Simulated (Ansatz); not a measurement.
## Al, diamond: how the functional moves the structure

All rows: Ansatz, plane waves with scalar-relativistic PAW, 420 eV (500 eV for the SCAN forms), relaxed under each functional, no dispersion correction, no zero-point motion. B₀ comes from uniform scaling at fixed shape; a dash is a value not given.

| functional | V (Å³/atom) | cell | B₀ (GPa) | magnetic state | ΔE to fcc (meV/atom) |
| --- | --- | --- | --- | --- | --- |
| PBE | 27.64 | a = 6.047 Å | 37 | spin not included | 749 |
| r²SCAN | 27.37 | a = 6.027 Å | 40 | spin not included | 814 |
| PBEsol | 26.93 | a = 5.995 Å | 40 | spin not included | 840 |
| LDA | 26.32 | a = 5.949 Å | 41 | spin not included | 806 |
| revPBE | 28.16 | a = 6.085 Å | 36 | spin not included | 735 |
| RPBE | 28.34 | a = 6.097 Å | 35 | spin not included | 729 |
| BLYP | 29.19 | a = 6.158 Å | 31 | spin not included | 310 |

LDA gives the smallest volume and BLYP the largest.
